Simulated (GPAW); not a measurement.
BN:

```
N B
1.0
     2.55394    0.00000    0.00000
    -1.27697    2.21178    0.00000
     0.00000    0.00000    4.22685
N B
2 2
Direct
  0.33333 0.66667 0.12528
  0.66667 0.33333 0.62528
  0.33333 0.66667 0.49972
  0.66667 0.33333 0.99972
```

Measurements of this composition are mostly on another form, of space group No. 194.

* Program: GPAW 26.7.0
* Task: single point
* Functional: PBEsol
* Potentials or basis: PAW data sets generated in the run's folder for this functional
* Cutoff: 800 eV
* Basis: pw
* k mesh: 12 × 12 × 6
* Occupations: fermi-dirac, width 0.05 eV
* Spin: no spin polarisation

On this cell: pressure -7.1 GPa; largest force 0.012 eV/Å; band gap on the k mesh 4.98 eV, indirect (least direct gap 8.16 eV).

The same run follows on a disturbed copy (atoms moved at random, drawn with an rms of 0.05 Å):

```
CELL_PARAMETERS angstrom
2.55394 0.00000 0.00000
-1.27697 2.21178 0.00000
0.00000 0.00000 4.22685
ATOMIC_POSITIONS crystal
N 0.33349 0.65369 0.12233
N 0.66826 0.32131 0.62147
B 0.32327 0.67179 0.48849
B 0.69674 0.34690 0.99522
```

**Question.** What does the disturbed cell give?

**Answer.** The energy moves by +31.5 meV/atom; pressure -5.8 GPa; largest force 1.826 eV/Å; band gap on the k mesh 4.26 eV, indirect (least direct gap 7.32 eV).

Forces on the atoms (eV/Å):
```
N    0.748  1.248 -0.354
N   -0.610  0.925 -0.344
B    1.050 -0.828  1.037
B   -1.188 -1.345 -0.339
```

Stress tensor (GPa, compression positive):
```
-4.96  1.23  0.75
 1.23 -5.86  1.34
 0.75  1.34 -6.55
```

A k mesh can miss the band edges.
